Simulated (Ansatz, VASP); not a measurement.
CdS (Greenockite) in VASP and in Ansatz

The input INCAR:

```
PREC = Accurate ; ENCUT = 520
EDIFF = 1E-7 ; ISMEAR = -1
SIGMA = 0.05 ; LREAL = F
LASPH = T ; NELM = 60
ALGO = Normal ; ISIF = 2
LWAVE = F ; LCHARG = F
GGA = PE ; NBANDS = 26
```

File KPOINTS:

```
regular mesh
0
Gamma
  7 7 4
```

POSCAR

```
CdS
1.0
    4.1500000000      0.0000000000      0.0000000000
   -2.0750000000      3.5940054257      0.0000000000
    0.0000000000      0.0000000000      6.7370000000
Cd S
2 2
Direct
    0.6523770000      0.3348300000      0.4982200000
    0.3323570000      0.6638290000      0.0023890000
    0.6625740000      0.3325360000      0.8727730000
    0.3393890000      0.6704910000      0.3751140000
```

File input.yaml:

```yaml
crystal:
  lattice:
    - [4.15, 0.0, 0.0]
    - [-2.075, 3.5940054257, 0.0]
    - [0.0, 0.0, 6.737]
  atoms:
    - { symbol: Cd, position: [0.652377, 0.33483, 0.49822] }
    - { symbol: Cd, position: [0.332357, 0.663829, 0.002389] }
    - { symbol: S, position: [0.662574, 0.332536, 0.872773] }
    - { symbol: S, position: [0.339389, 0.670491, 0.375114] }
hamiltonian:
  xc: pbe
  pseudopotentials: { kind: paw }
kpoints:
  mp_grid: { grid: [7, 7, 4] }
scf:
  occupations: { method: fermi_dirac, width: 0.05 }
output:
  forces: true
  stress: true
  eigenvalues: true
```

Change from the starting cell: atoms moved at random, drawn with an rms of 0.05 Å.

Alike in both runs: task single point; functional PBE; k mesh 7 × 7 × 4; occupations fermi-dirac, width 0.05 eV; no spin polarisation.

|  | VASP | Ansatz |
| --- | --- | --- |
| version | VASP 6.6.1 | Ansatz 0.2.0 |
| potentials or method | VASP PAW PBE potentials, release 64 (Cd, S) | Ansatz PAW |
| plane-wave cutoff (eV) | 520 | 420 |
| valence electrons in the cell | 36 | 52 |

```tsv
	VASP	Ansatz	Ansatz less VASP
gap on the k mesh at the Fermi level (eV)	1.19	1.19	-0.003
least direct gap on the mesh (eV)	1.19	1.19	-0.003
pressure (GPa)	2.5	2.2	-0.35
largest component of the traceless stress (GPa)	0.92	0.89	-0.034
rms of the force components (eV/Å)	0.187	0.182	-0.0050
```

Atom by atom the forces differ by 0.005 eV/Å (rms over components). The two sets of potentials don't hold the same shells in valence.

Caveats: odd divisions of the mesh miss points on the zone boundary, where band edges often lie, so the gap on the mesh can be too wide (Ansatz).
